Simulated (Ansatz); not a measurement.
# TaN: stress in a strained cell

TaN is deformed so: equal xx and yy strain of -2 %. What stress and forces result, by LAPW, PAW and all-electron datasets made for the crystal?

Method: DFT PBE, scalar-relativistic, in Ansatz 0.2.0.

**1. Starting point**

Symmetry: P6_3mc, No. 186, hexagonal system. Conventional cell: a = 3.050 Å, b = 3.050 Å, c = 4.940 Å, α = 90.00°, β = 90.00°, γ = 120.00°. Ta (site symmetry 3m) is surrounded by 4 N at 1.85 to 1.90 Å. N (site symmetry 3m) has 4 Ta at 1.85 to 1.90 Å as nearest neighbours.

Structure file:

```xyz
4
Lattice="3.0500 0.0000 0.0000 -1.5250 2.6414 0.0000 0.0000 0.0000 4.9400" Properties=species:S:1:pos:R:3 pbc="T T T"
Ta    0.0000    1.7609    0.0000
Ta    1.5250    0.8805    2.4700
N     0.0000    1.7609    1.9019
N     1.5250    0.8805    4.3719
```

Atoms are numbered in the order of the input: Ta1, Ta2, N3, N4.

**2. After the deformation**

Space group P6_3mc before, P6_3mc after.

**3. LAPW, all electrons**

Contents of input.yaml:

```yaml
crystal:
  lattice:
    - [2.9890010687, 0.0, 0.0]
    - [-1.4945005344, 2.5885508575, 0.0]
    - [0.0, 0.0, 4.94]
  atoms:
    - { symbol: Ta, position: [0.3333333333, 0.6666666667, 0.0] }
    - { symbol: Ta, position: [0.6666666667, 0.3333333333, 0.5] }
    - { symbol: "N", position: [0.3333333333, 0.6666666667, 0.385] }
    - { symbol: "N", position: [0.6666666667, 0.3333333333, 0.885] }
kpoints:
  mp_grid: { grid: [9, 9, 5] }
  band_path:
    path:
      - [0.0, 0.0, 0.0]
      - [0.5, 0.0, 0.0]
      - [0.3333333333, 0.3333333333, 0.0]
      - [0.0, 0.0, 0.0]
      - [0.0, 0.0, 0.5]
      - [0.5, 0.0, 0.5]
      - [0.3333333333, 0.3333333333, 0.5]
      - [0.0, 0.0, 0.5]
      - [0.5, 0.0, 0.5]
    npoints: 5
scf:
  occupations: { method: fermi_dirac, width: 0.01 }
hamiltonian:
  xc: pbe
  pseudopotentials: { kind: all_electron, lapw: { basis_error: 0.001 } }
output:
  forces: true
  stress: true
  eigenvalues: true
```

The run is started by

```sh
$ ansatz run input.yaml --threads 1 --pin off --max-ram 4096MiB --backend cpu --events-out ev --progress --plain --runs-dir out
```

The log of the run, shortened:

```text
LAPW: plane waves up to 12.014 Å⁻¹, error target 1.0e-3 eV per atom; small_component_spin mean_spin; N in spheres of 0.743 Å, 7 of its electrons in bands, Dirac shells []; Ta in spheres of 1.074 Å, 45 of its electrons in bands, Dirac shells []
[...]
Pseudopotentials: kind: all_electron
Pseudopotential: Ta, LAPW, valence charge 45, Koelling and Harmon's equation, gaussian nucleus
Pseudopotential: N, LAPW, valence charge 7, Koelling and Harmon's equation, gaussian nucleus
Functional definition: PBE
[...]
Crystal: 4 atoms, lattice volume = 38.222 Å³
Basis set: ecut = 549.9109026607225 eV, 1099 PW (Γ), exchange–correlation at level 2
Bands: 63, of which v1, the nominal top of the filled ones, is band 52 counted from 1 (51 counted from 0)
Symmetry: 12 space group operations
Space group: P63mc (ITA 186), of the structure as read, at distance tolerance 3.4e-5 Å
k-points: 36 of 405 (time reversal used)
[...]
SCF iter   1: F=—  HF=-852119.991932 eV  |F-HF|=—  |Δ(HF+E_count)|=         —  Δρ=1.93e-1  dr2=1.47e1  ethr=1.41e-2  ⟨swp⟩=2.0  Hψ=14400  notcnv=0
[...]
the basis was enlarged: its passes take 733.6 KiB over the memory plan, 1 of 1 planned eigensolver slots
[...]
SCF iter  10: F=-852114.428834 eV  HF=-852114.428834 eV  |F-HF|=6.54e-8  |Δ(HF+E_count)|=   3.08e-7  Δρ=1.63e-5  dr2=9.19e-8  ethr=1.37e-9  ⟨swp⟩=3.0  Hψ=6344  notcnv=0
[...]
NSCF: frozen V_eff on 41 k-points
SCF converged after 10 iterations
Free energy (F): -852114.428834 eV
[...]
E sigma→0 (E₀):  -852114.428328 eV
Entropy (-TS):   -0.001013 eV (-0.253 meV/atom)
Fermi energy:    29.606750 eV
[...]
--- Forces (eV/Å), atoms counted from 1 ---
  atom   1  Ta     0.00000000    -0.00000000     3.52448744
  atom   2  Ta     0.00000000     0.00000000     3.52448744
  atom   3  N      0.00000000    -0.00000000    -3.52438396
  atom   4  N      0.00000000     0.00000000    -3.52438396
[...]
--- Stress (GPa, compression-positive) ---
      181.095331      -0.000000       0.000000
       -0.000000     181.095331       0.000000
        0.000000       0.000000     139.261888
  P = ⅓ Tr σ = 167.1508 GPa (1671.508 kbar)
--- Band table (eV; the first three rows and the last of 36) ---
[...]
```

It took 2.5 min on 1 thread of Arm Neoverse V1, shared host; peak memory 0.55 GiB.

In short: pressure 167.15 GPa; no gap; largest force 3.524 eV/Å.

**4. PAW on the default files**

Contents of input.yaml:

```yaml
crystal:
  lattice:
    - [2.9890010687, 0.0, 0.0]
    - [-1.4945005344, 2.5885508575, 0.0]
    - [0.0, 0.0, 4.94]
  atoms:
    - { symbol: Ta, position: [0.3333333333, 0.6666666667, 0.0] }
    - { symbol: Ta, position: [0.6666666667, 0.3333333333, 0.5] }
    - { symbol: "N", position: [0.3333333333, 0.6666666667, 0.385] }
    - { symbol: "N", position: [0.6666666667, 0.3333333333, 0.885] }
kpoints:
  mp_grid: { grid: [9, 9, 5] }
scf:
  occupations: { method: fermi_dirac, width: 0.01 }
hamiltonian:
  xc: pbe
  pseudopotentials: { kind: paw }
output:
  forces: true
  stress: true
  eigenvalues: true
  efg: { contact_densities: true }
```

The run is started by

```sh
$ ansatz run input.yaml --threads 1 --pin off --max-ram 4096MiB --backend cpu --events-out ev --progress --plain --runs-dir out
```

The log of the run, shortened:

```text
Ta: output.efg is read without spin–orbit coupling, which moves field gradients at and beside such atoms by some per cent and up to a factor of two; PAW files take it under magnetization.noncollinear and magnetization.spin_orbit
[...]
Pseudopotentials: kind: paw
Pseudopotential: Ta, paw, valence charge 13, recommended cutoff 420 eV (normal)
Pseudopotential: N, paw, valence charge 5, recommended cutoff 420 eV (normal)
Functional definition: PBE
[...]
Crystal: 4 atoms, lattice volume = 38.222 Å³
Basis set: ecut = 420 eV, 725 PW (Γ), exchange–correlation on 40×40×72 points (8 copies of the dense FFT grid, shifted against one another)
Bands: 22, of which v1, the nominal top of the filled ones, is band 18 counted from 1 (17 counted from 0)
Symmetry: 12 space group operations
Space group: P63mc (ITA 186), of the structure as read, at distance tolerance 3.4e-5 Å
[...]
--- Stress (GPa, compression-positive) ---
      184.240305      -0.000000       0.000000
       -0.000000     184.240305       0.000000
       -0.000000       0.000000     141.689140
  P = ⅓ Tr σ = 170.0566 GPa (1700.566 kbar)
--- PAW observables at the nuclei: V_zz in 10²¹ V/m², potentials from the cell's mean, atoms counted from 1 ---
  atom   1  Ta V_zz =   +15.799111   η = 0.0000   by run symmetry: allowed
            electrostatic potential = -14506.954398 V   contact ρ = 8154545.678766 e/Å³
  atom   2  Ta V_zz =   +15.799111   η = 0.0000   by run symmetry: allowed
            electrostatic potential = -14506.954398 V   contact ρ = 8154545.678766 e/Å³
  atom   3  N  V_zz =    +1.041647   η = 0.0000   by run symmetry: allowed
            electrostatic potential = -533.795286 V   contact ρ = 1415.383156 e/Å³
  atom   4  N  V_zz =    +1.041647   η = 0.0000   by run symmetry: allowed
            electrostatic potential = -533.795286 V   contact ρ = 1415.383156 e/Å³
--- Band table (eV; the first three rows and the last of 36) ---
[... band rows left out ...]
[...]
```

It took 4.7 s on 1 thread of Arm Neoverse V1, shared host; peak memory 0.37 GiB.

Read from it: pressure 170.06 GPa; no gap; largest force 3.582 eV/Å; Vzz Ta1 15.80 (η = 0.00), N3 1.04 (η = 0.00) (10²¹ V/m²).

**5. All-electron PAW on datasets made for the crystal**

Edit input.yaml of step 4 so:

```diff
@@ -16,3 +16,3 @@
   xc: pbe
-  pseudopotentials: { kind: paw }
+  pseudopotentials: { kind: all_electron, datasets: crystal }
 output:
```

The run is started by

```sh
$ ansatz run input.yaml --threads 1 --pin off --max-ram 4096MiB --backend cpu --events-out ev --progress --plain --runs-dir out
```

The log of the run, shortened:

```text
[...]
band count auto-derived: 43 (N_el = 64.0; filled up to band 32; 39 by the electrons, moments and atoms)
Ta: output.efg is read without spin–orbit coupling, which moves field gradients at and beside such atoms by some per cent and up to a factor of two; PAW files take it under magnetization.noncollinear and magnetization.spin_orbit
[...]
Pseudopotentials: kind: all_electron
Pseudopotential: Ta, paw, valence charge 27, recommended cutoff 600 eV (normal), Koelling and Harmon's equation, gaussian nucleus
Pseudopotential: N, paw, valence charge 5, recommended cutoff 600 eV (normal), Koelling and Harmon's equation, gaussian nucleus
Functional definition: PBE
[...]
Crystal: 4 atoms, lattice volume = 38.222 Å³
Basis set: ecut = 600 eV, 1285 PW (Γ), exchange–correlation on 48×48×80 points (8 copies of the dense FFT grid, shifted against one another)
[...]
--- Stress (GPa, compression-positive) ---
      181.092034      -0.000000       0.000000
       -0.000000     181.092034      -0.000000
        0.000000      -0.000000     139.257956
  P = ⅓ Tr σ = 167.1473 GPa (1671.473 kbar)
--- PAW observables at the nuclei: V_zz in 10²¹ V/m², potentials from the cell's mean, atoms counted from 1 ---
  atom   1  Ta V_zz =   +14.544125   η = 0.0000   by run symmetry: allowed
            electrostatic potential = -14505.661226 V   contact ρ = 8150686.854322 e/Å³
  atom   2  Ta V_zz =   +14.544125   η = 0.0000   by run symmetry: allowed
            electrostatic potential = -14505.661226 V   contact ρ = 8150686.854322 e/Å³
  atom   3  N  V_zz =    +1.034158   η = 0.0000   by run symmetry: allowed
            electrostatic potential = -533.621937 V   contact ρ = 1415.648701 e/Å³
  atom   4  N  V_zz =    +1.034158   η = 0.0000   by run symmetry: allowed
            electrostatic potential = -533.621937 V   contact ρ = 1415.648701 e/Å³
--- Band table (eV; the first three rows and the last of 36) ---
[...]
```

Wall time 52 s (1 thread of Arm Neoverse V1, shared host); peak memory 0.89 GiB.

This run gives: pressure 167.15 GPa; no gap; largest force 3.525 eV/Å; Vzz Ta1 14.54 (η = 0.00), N3 1.03 (η = 0.00) (10²¹ V/m²).

**6. Stress and forces compared**

Stress (GPa, compression positive):

| method | xx | yy | zz | yz | xz | xy |
| --- | --- | --- | --- | --- | --- | --- |
| LAPW | 181.10 | 181.10 | 139.26 | 0.00 | 0.00 | 0.00 |
| PAW | 184.24 | 184.24 | 141.69 | 0.00 | 0.00 | 0.00 |
| crystal datasets | 181.09 | 181.09 | 139.26 | 0.00 | 0.00 | 0.00 |

Forces (eV/Å):

```
atom  LAPW x  LAPW y  LAPW z  PAW x  PAW y   PAW z  crystal datasets x  crystal datasets y  crystal datasets z
 Ta1   0.000   0.000   3.524  0.000  0.000   3.582               0.000               0.000               3.525
 Ta2   0.000   0.000   3.524  0.000  0.000   3.582               0.000               0.000               3.525
  N3   0.000   0.000  -3.524  0.000  0.000  -3.582               0.000               0.000              -3.525
  N4   0.000   0.000  -3.524  0.000  0.000  -3.582               0.000               0.000              -3.525
```

| method | pressure (GPa) | largest force (eV/Å) | Vzz Ta1 (10²¹ V/m²) | Vzz N3 (10²¹ V/m²) | SCF cycles, all passes |
| --- | --- | --- | --- | --- | --- |
| LAPW | 167.15 | 3.524 | – | – | 10 |
| PAW | 170.06 | 3.582 | 15.80 | 1.04 | 6 |
| crystal datasets | 167.15 | 3.525 | 14.54 | 1.03 | 9 |

**7. Outcome**

| quantity | value |
| --- | --- |
| pressure | LAPW 167.15, PAW 170.06, crystal datasets 167.15 GPa |
| largest shear or deviatoric stress (LAPW) | 27.89 GPa |

**Reading.** The largest part of the stress beyond the pressure is 27.89 GPa in size, in the zz component; the atoms are carried along and not relaxed. No run of the undeformed cell stands beside it, so the pressure holds what the given cell had before the change. PAW: stress within 3.14 GPa of LAPW, forces within 58 meV/Å. Crystal datasets: stress within 0.01 GPa of LAPW, forces within 1 meV/Å. Spin-orbit coupling is left out, though the cell holds Ta; in elements this heavy it can shift bands and gaps by tenths of an eV.
